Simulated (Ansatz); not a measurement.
Born–Oppenheimer molecular dynamics of a periodic cell of 16 atoms, Ge (start crystal Ge, start structure diamond, volume 1.05 times the crystal's). It goes on from the last frame of an earlier run, with new velocities.

Method: Ansatz 0.2.0, DFT PBE, scalar-relativistic, plane waves, PAW. Settings: cutoff 420 eV, k mesh 2x2x2, fermi-dirac smearing 0.3 eV, no spin polarisation.

```yaml
ensemble: NVT, Langevin thermostat
time_step: 3 fs
steps_asked: 80
set_temperature: 2100 K
friction: 0.005 /fs
seed: 128738
```

Frames 15 fs apart, positions in Å, forces in eV/Å.

Velocities at 0.0 fs (Å/ps):

```
Ge 1.58 -5.08 -4.11
Ge -4.81 -3.98 8.70
Ge 3.70 -5.27 -2.17
Ge 2.25 0.42 3.80
Ge 0.75 8.37 -1.42
Ge -4.52 -3.11 -4.40
Ge -6.90 9.21 -4.74
Ge 0.48 0.18 -2.67
Ge -4.33 -4.09 11.32
Ge 4.60 0.05 -4.29
Ge 3.32 -0.74 -0.06
Ge -3.36 11.34 0.23
Ge 2.43 -3.36 2.04
Ge -3.11 3.65 -6.97
Ge 1.03 -7.56 4.24
Ge 6.88 -0.02 0.52
```

```xyz
16
Lattice="0.0000 5.7528 5.7528 5.7528 0.0000 5.7528 5.7528 5.7528 0.0000" Properties=species:S:1:pos:R:3:forces:R:3 time_fs=0.0 energy_less_start_eV=0.000 T=1969
Ge -1.111 -0.742 -0.419 -0.05 -0.04 -0.03
Ge 1.542 1.248 0.508 -0.22 0.23 -0.06
Ge 3.231 3.061 1.659 0.18 0.34 0.05
Ge 5.172 5.310 2.789 -1.11 -1.12 -4.52
Ge 2.002 -0.730 2.276 0.49 -0.35 -0.38
Ge 3.222 1.174 3.621 -0.05 -0.09 0.48
Ge 5.618 2.198 3.074 0.00 -0.11 -0.19
Ge 7.267 3.703 4.533 0.38 -0.20 0.21
Ge 0.196 2.708 2.448 -0.02 0.15 0.03
Ge 1.913 4.052 4.402 -0.21 0.27 -0.39
Ge 2.643 6.418 2.965 -0.09 0.01 0.26
Ge 4.398 8.143 4.796 -0.41 0.19 -0.25
Ge 3.644 3.168 6.208 -0.32 -0.04 0.00
Ge 4.773 5.236 7.603 0.26 -0.12 -0.06
Ge 5.551 5.796 4.846 0.44 0.75 4.70
Ge 7.467 6.787 6.220 0.72 0.14 0.15
16
Lattice="0.0000 5.7528 5.7528 5.7528 0.0000 5.7528 5.7528 5.7528 0.0000" Properties=species:S:1:pos:R:3:forces:R:3 time_fs=15.0 energy_less_start_eV=-0.182 T=1662
Ge -1.110 -0.812 -0.485 0.00 0.82 0.17
Ge 1.463 1.199 0.621 -0.43 0.73 -0.40
Ge 3.263 3.023 1.638 0.08 0.47 -0.09
Ge 5.192 5.295 2.767 -0.91 -0.54 -2.63
Ge 2.002 -0.598 2.258 0.22 -1.47 -0.25
Ge 3.158 1.123 3.543 0.42 0.50 1.14
Ge 5.536 2.335 2.997 -0.03 -0.19 -0.15
Ge 7.283 3.692 4.498 0.51 -0.21 0.08
Ge 0.146 2.653 2.620 0.06 0.24 -0.18
Ge 1.964 4.048 4.338 -0.10 0.19 -0.32
Ge 2.703 6.383 2.973 -0.07 0.00 0.18
Ge 4.351 8.305 4.787 -0.44 -0.97 -0.27
Ge 3.667 3.112 6.253 -0.34 0.02 -0.15
Ge 4.712 5.304 7.516 0.29 -0.32 0.05
Ge 5.569 5.690 4.969 0.08 0.61 2.75
Ge 7.541 6.770 6.241 0.65 0.13 0.07
16
Lattice="0.0000 5.7528 5.7528 5.7528 0.0000 5.7528 5.7528 5.7528 0.0000" Properties=species:S:1:pos:R:3:forces:R:3 time_fs=30.0 energy_less_start_eV=0.256 T=1745
Ge -1.119 -0.874 -0.504 0.27 2.12 0.55
Ge 1.383 1.135 0.712 -0.78 1.47 -1.11
Ge 3.274 3.016 1.607 -0.19 0.41 -0.18
Ge 5.157 5.239 2.671 -0.53 -0.12 -0.81
Ge 1.997 -0.509 2.258 -0.33 -3.21 -0.15
Ge 3.151 1.038 3.474 1.26 1.56 1.99
Ge 5.476 2.489 2.907 0.12 -0.39 -0.05
Ge 7.273 3.657 4.483 0.48 -0.12 -0.02
Ge 0.091 2.586 2.741 0.28 0.26 -0.47
Ge 1.967 4.067 4.279 -0.04 0.07 -0.20
Ge 2.792 6.359 2.951 -0.17 0.03 0.15
Ge 4.257 8.423 4.728 -0.89 -2.20 -0.30
Ge 3.667 3.053 6.332 -0.32 0.10 -0.25
Ge 4.665 5.317 7.424 0.16 -0.47 0.56
Ge 5.581 5.607 5.109 0.13 0.41 0.30
Ge 7.617 6.759 6.252 0.55 0.07 0.00
16
Lattice="0.0000 5.7528 5.7528 5.7528 0.0000 5.7528 5.7528 5.7528 0.0000" Properties=species:S:1:pos:R:3:forces:R:3 time_fs=45.0 energy_less_start_eV=0.796 T=1808
Ge -1.105 -0.864 -0.504 0.40 2.11 0.60
Ge 1.302 1.121 0.785 -1.02 1.91 -1.53
Ge 3.284 3.017 1.563 -0.63 0.22 -0.31
Ge 5.070 5.178 2.583 -0.10 0.40 -0.26
Ge 1.935 -0.509 2.243 -0.29 -3.78 0.19
Ge 3.164 0.973 3.444 1.57 1.66 1.94
Ge 5.426 2.663 2.797 0.51 -0.95 0.13
Ge 7.239 3.592 4.441 0.33 0.03 0.04
Ge 0.054 2.521 2.831 0.48 0.28 -0.61
Ge 1.947 4.102 4.215 -0.06 -0.03 -0.12
Ge 2.880 6.362 2.904 -0.43 0.10 0.43
Ge 4.136 8.465 4.665 -1.13 -2.05 -0.16
Ge 3.623 2.995 6.422 -0.19 0.35 -0.22
Ge 4.648 5.326 7.309 -0.73 -0.65 2.22
Ge 5.602 5.556 5.257 0.98 0.45 -2.04
Ge 7.721 6.709 6.280 0.31 -0.05 -0.28
16
Lattice="0.0000 5.7528 5.7528 5.7528 0.0000 5.7528 5.7528 5.7528 0.0000" Properties=species:S:1:pos:R:3:forces:R:3 time_fs=60.0 energy_less_start_eV=0.973 T=2088
Ge -1.111 -0.812 -0.502 0.20 1.26 0.36
Ge 1.199 1.166 0.842 -0.80 1.31 -0.94
Ge 3.279 2.991 1.503 -1.16 -0.04 -0.49
Ge 4.980 5.109 2.531 0.45 1.40 -0.30
Ge 1.866 -0.602 2.230 0.20 -2.38 0.22
Ge 3.219 0.948 3.454 0.97 0.82 0.97
Ge 5.386 2.809 2.668 1.20 -2.16 0.42
Ge 7.207 3.523 4.382 0.11 0.13 0.15
Ge 0.031 2.483 2.924 0.52 0.33 -0.54
Ge 1.944 4.149 4.110 -0.12 -0.14 -0.06
Ge 2.959 6.334 2.823 -0.88 0.38 1.13
Ge 3.976 8.442 4.619 -0.85 -1.13 0.04
Ge 3.600 2.966 6.529 -0.03 0.58 -0.14
Ge 4.637 5.282 7.229 -1.72 -0.71 3.73
Ge 5.676 5.515 5.348 2.08 0.59 -3.56
Ge 7.883 6.654 6.300 -0.16 -0.25 -0.98
16
Lattice="0.0000 5.7528 5.7528 5.7528 0.0000 5.7528 5.7528 5.7528 0.0000" Properties=species:S:1:pos:R:3:forces:R:3 time_fs=75.0 energy_less_start_eV=0.565 T=1828
Ge -1.130 -0.767 -0.481 -0.01 0.60 0.21
Ge 1.037 1.235 0.889 -0.34 0.24 -0.18
Ge 3.245 2.987 1.448 -1.30 -0.26 -0.40
Ge 4.924 5.071 2.506 0.77 2.36 -0.27
Ge 1.839 -0.772 2.211 0.44 -0.56 -0.23
Ge 3.304 0.952 3.475 0.28 0.23 0.13
Ge 5.378 2.892 2.567 1.56 -3.38 0.43
Ge 7.188 3.485 4.319 -0.24 0.13 0.31
Ge 0.034 2.460 3.016 0.36 0.44 -0.23
Ge 1.976 4.178 4.058 -0.18 -0.23 -0.08
Ge 2.988 6.301 2.743 -1.28 0.68 1.84
Ge 3.800 8.373 4.588 -0.13 -0.60 0.05
Ge 3.575 2.985 6.627 -0.06 0.54 -0.15
Ge 4.615 5.213 7.288 -0.82 -0.36 2.40
Ge 5.776 5.454 5.364 1.47 0.51 -2.19
Ge 8.043 6.601 6.259 -0.53 -0.34 -1.64
16
Lattice="0.0000 5.7528 5.7528 5.7528 0.0000 5.7528 5.7528 5.7528 0.0000" Properties=species:S:1:pos:R:3:forces:R:3 time_fs=90.0 energy_less_start_eV=0.180 T=1803
Ge -1.141 -0.727 -0.457 0.04 0.14 0.17
Ge 0.842 1.295 0.925 0.00 -0.36 -0.13
Ge 3.207 2.962 1.394 -0.91 -0.30 -0.04
Ge 4.917 5.062 2.494 0.66 2.38 -0.15
Ge 1.807 -0.935 2.184 0.56 0.55 -0.61
Ge 3.404 0.966 3.502 -0.09 0.19 -0.33
Ge 5.429 2.907 2.515 1.01 -3.59 0.04
Ge 7.162 3.465 4.256 -0.44 0.01 0.72
Ge 0.086 2.440 3.094 0.04 0.53 0.27
Ge 2.008 4.166 4.051 -0.13 -0.20 -0.13
Ge 3.006 6.305 2.711 -1.57 0.77 1.81
Ge 3.640 8.295 4.556 0.74 -0.48 -0.06
Ge 3.548 3.045 6.701 -0.28 -0.11 -0.41
Ge 4.575 5.162 7.417 0.59 0.14 0.72
Ge 5.892 5.413 5.306 0.33 0.51 -0.44
Ge 8.174 6.528 6.170 -0.54 -0.18 -1.40
16
Lattice="0.0000 5.7528 5.7528 5.7528 0.0000 5.7528 5.7528 5.7528 0.0000" Properties=species:S:1:pos:R:3:forces:R:3 time_fs=105.0 energy_less_start_eV=-0.109 T=2323
Ge -1.185 -0.708 -0.410 0.56 -0.41 0.09
Ge 0.668 1.351 0.955 0.12 -0.48 -0.16
Ge 3.195 2.948 1.351 -0.53 -0.17 0.45
Ge 4.933 5.109 2.482 0.51 1.02 -0.06
Ge 1.804 -1.095 2.126 0.31 1.12 -0.68
Ge 3.513 0.987 3.532 -0.16 0.51 -0.62
Ge 5.529 2.829 2.476 -0.13 -2.16 -0.45
Ge 7.109 3.467 4.227 -0.08 -0.24 1.17
Ge 0.163 2.480 3.188 -0.26 0.39 0.40
Ge 2.037 4.142 4.056 0.03 -0.03 -0.16
Ge 2.970 6.371 2.743 -1.37 0.45 1.02
Ge 3.532 8.219 4.589 1.08 -0.32 -0.27
Ge 3.527 3.104 6.791 -0.26 -1.14 -0.82
Ge 4.566 5.131 7.554 1.31 0.54 0.14
Ge 5.986 5.423 5.219 -0.33 0.72 0.32
Ge 8.287 6.412 6.035 -0.78 0.20 -0.37
16
Lattice="0.0000 5.7528 5.7528 5.7528 0.0000 5.7528 5.7528 5.7528 0.0000" Properties=species:S:1:pos:R:3:forces:R:3 time_fs=120.0 energy_less_start_eV=0.076 T=1987
Ge -1.207 -0.669 -0.358 1.74 -1.35 -0.14
Ge 0.510 1.407 0.968 0.04 -0.27 -0.06
Ge 3.189 2.953 1.338 -0.25 -0.02 0.84
Ge 4.917 5.157 2.441 0.51 0.07 0.04
Ge 1.857 -1.199 2.059 -0.61 1.52 -0.08
Ge 3.654 1.020 3.566 -0.16 1.04 -0.70
Ge 5.653 2.695 2.405 -0.71 -1.16 -0.67
Ge 7.049 3.463 4.224 0.35 -0.36 1.13
Ge 0.218 2.586 3.278 -0.65 0.00 0.13
Ge 2.059 4.128 4.039 0.35 0.27 -0.09
Ge 2.890 6.464 2.742 -1.02 0.12 0.39
Ge 3.479 8.137 4.645 0.95 -0.01 -0.41
Ge 3.484 3.109 6.852 0.56 -1.71 -1.10
Ge 4.580 5.147 7.691 1.41 0.13 -0.27
Ge 6.043 5.478 5.123 -0.73 0.85 0.51
Ge 8.349 6.277 5.877 -1.79 0.89 0.49
16
Lattice="0.0000 5.7528 5.7528 5.7528 0.0000 5.7528 5.7528 5.7528 0.0000" Properties=species:S:1:pos:R:3:forces:R:3 time_fs=135.0 energy_less_start_eV=0.299 T=2155
Ge -1.176 -0.646 -0.326 2.10 -1.62 -0.25
Ge 0.327 1.425 0.982 0.05 0.15 -0.16
Ge 3.168 2.955 1.352 -0.02 0.08 0.98
Ge 4.901 5.226 2.390 0.23 -0.33 0.30
Ge 1.918 -1.230 1.952 -1.66 1.93 0.72
Ge 3.804 1.056 3.588 -0.40 1.51 -0.29
Ge 5.750 2.532 2.297 -0.47 -0.54 -0.43
Ge 7.015 3.425 4.226 0.37 -0.46 0.41
Ge 0.249 2.683 3.327 -0.97 -0.20 -0.04
Ge 2.072 4.152 4.050 0.56 0.50 0.01
Ge 2.780 6.556 2.772 -0.69 -0.29 -0.18
Ge 3.450 8.069 4.689 0.91 0.22 -0.28
Ge 3.480 3.085 6.921 1.59 -2.28 -1.18
Ge 4.665 5.184 7.827 1.31 -0.69 -0.80
Ge 6.075 5.486 5.011 -1.15 0.88 0.45
Ge 8.325 6.180 5.752 -1.76 1.16 0.73
16
Lattice="0.0000 5.7528 5.7528 5.7528 0.0000 5.7528 5.7528 5.7528 0.0000" Properties=species:S:1:pos:R:3:forces:R:3 time_fs=150.0 energy_less_start_eV=0.064 T=2336
Ge -1.064 -0.687 -0.323 0.88 -1.04 -0.39
Ge 0.103 1.441 1.003 0.33 0.95 -0.48
Ge 3.111 2.968 1.357 0.10 0.21 1.14
Ge 4.869 5.346 2.365 -0.11 -0.84 0.71
Ge 1.936 -1.211 1.835 -1.38 1.35 0.69
Ge 3.910 1.129 3.595 -0.73 1.26 0.31
Ge 5.807 2.345 2.200 0.09 0.00 -0.11
Ge 7.024 3.372 4.244 0.05 -0.30 -0.15
Ge 0.278 2.762 3.349 -1.39 -0.50 -0.21
Ge 2.071 4.156 4.061 0.89 0.81 0.24
Ge 2.637 6.624 2.776 -0.48 -0.39 -0.31
Ge 3.451 8.017 4.763 0.94 0.14 -0.54
Ge 3.528 3.014 6.924 1.30 -1.72 -0.65
Ge 4.803 5.218 7.916 0.95 -1.18 -0.96
Ge 6.104 5.509 4.942 -1.93 0.39 -0.03
Ge 8.241 6.089 5.690 0.47 0.87 0.73
16
Lattice="0.0000 5.7528 5.7528 5.7528 0.0000 5.7528 5.7528 5.7528 0.0000" Properties=species:S:1:pos:R:3:forces:R:3 time_fs=165.0 energy_less_start_eV=-0.053 T=2217
Ge -0.932 -0.777 -0.341 0.22 -0.63 -0.37
Ge -0.087 1.493 1.011 1.17 1.05 -0.81
Ge 3.066 3.028 1.387 0.09 0.32 1.10
Ge 4.822 5.445 2.375 -0.33 -1.21 0.91
Ge 1.901 -1.192 1.787 -0.47 0.30 0.36
Ge 3.988 1.211 3.629 -0.70 0.61 0.43
Ge 5.863 2.149 2.084 0.30 0.41 -0.04
Ge 7.048 3.304 4.269 -0.40 0.11 -0.31
Ge 0.317 2.804 3.349 -1.53 -0.70 -0.35
Ge 2.075 4.177 4.100 1.01 0.96 0.38
Ge 2.449 6.682 2.722 -0.06 -0.44 -0.08
Ge 3.467 7.998 4.839 1.02 -0.09 -0.77
Ge 3.609 2.890 6.911 -0.26 -0.20 -0.14
Ge 4.953 5.221 7.947 0.46 -1.01 -0.65
Ge 6.112 5.547 4.935 -2.68 -0.20 -0.58
Ge 8.185 6.006 5.685 2.16 0.71 0.94
```

Of the whole run (240 fs, mean temperature of the second half 2214 K): A run of 0.24 ps of so small a system gives no equilibrium averages. Limits of this set-up: coarse k mesh.

The run took 17 min on 2 threads of Arm Neoverse V2, with other jobs on the host, peak memory 1.3 GiB.
